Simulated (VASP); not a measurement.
Set up this calculation in VASP 6.6.1, as the native input.

```yaml
Task: single point
Functional: r2SCAN
Potentials_or_basis: VASP PAW PBE potentials, release 64 (Zr_sv, H)
Cutoff: 520 eV
k_mesh: 8 × 8 × 8
Occupations: gaussian, width 0.1 eV
Spin: no spin polarisation
Dipole_correction: no
Further_INCAR_settings: ALGO = Normal; EDIFF = 1e-07; NBANDS = 14
```

Crystal: ZrH.

```
Zr H
1.0
    -1.64391    1.64391    2.50440
     1.64391   -1.64391    2.50440
     1.64391    1.64391   -2.50440
Zr H
1 1
Direct
  0.00000 0.00000 0.00000
  0.75000 0.25000 0.50000
```

The cell comes from a database or a generator and needn't be the stable form of this composition.

One way to write it, as run:

POSCAR

```
ZrH
1.0
   -1.6439080000      1.6439080000      2.5043990000
    1.6439080000     -1.6439080000      2.5043990000
    1.6439080000      1.6439080000     -2.5043990000
Zr H
1 1
Direct
    0.0000000000      0.0000000000      0.0000000000
    0.7500000000      0.2500000000      0.5000000000
```

INCAR.step1

```
SYSTEM = ZrH
PREC = Accurate
ENCUT = 520
ISMEAR = 0
SIGMA = 0.1
LREAL = .FALSE.
LASPH = .TRUE.
NELM = 80
NBANDS = 14
GGA = PE
ALGO = Normal
EDIFF = 1E-4
LWAVE = .TRUE.
LCHARG = .FALSE.
```

INCAR.step2

```
SYSTEM = ZrH
PREC = Accurate
ENCUT = 520
EDIFF = 1E-7
ISMEAR = 0
SIGMA = 0.1
LREAL = .FALSE.
LASPH = .TRUE.
NELM = 80
ALGO = Normal
ISIF = 2
LWAVE = .FALSE.
LCHARG = .TRUE.
METAGGA = R2SCAN
LMIXTAU = .TRUE.
LELF = .TRUE.
LVHAR = .TRUE.
NBANDS = 14
ISTART = 1
```

KPOINTS

```
regular mesh
0
G
  8 8 8
  0 0 0
```

Potentials or basis: VASP PAW PBE potentials, release 64 (Zr_sv, H).

Command:

```sh
$ cat potpaw_PBE.64/Zr_sv/POTCAR potpaw_PBE.64/H/POTCAR > POTCAR
$ cp INCAR.step1 INCAR
$ mpirun -np 1 vasp_std > vasp.out
$ cp INCAR.step2 INCAR
$ mpirun -np 1 vasp_std > vasp.out
```

Results of the run:

```
Pressure               : -1.4 GPa
Band gap on the k mesh : none (metal or under the smearing width)
```

Caveat: the PAW data sets were made with another functional, which shifts forces and pressure a little.

Wall time 86 s on 1 thread of AMD EPYC 9R45 96-Core Processor (Zen 5), with other jobs on the host, peak memory 0.15 GiB.
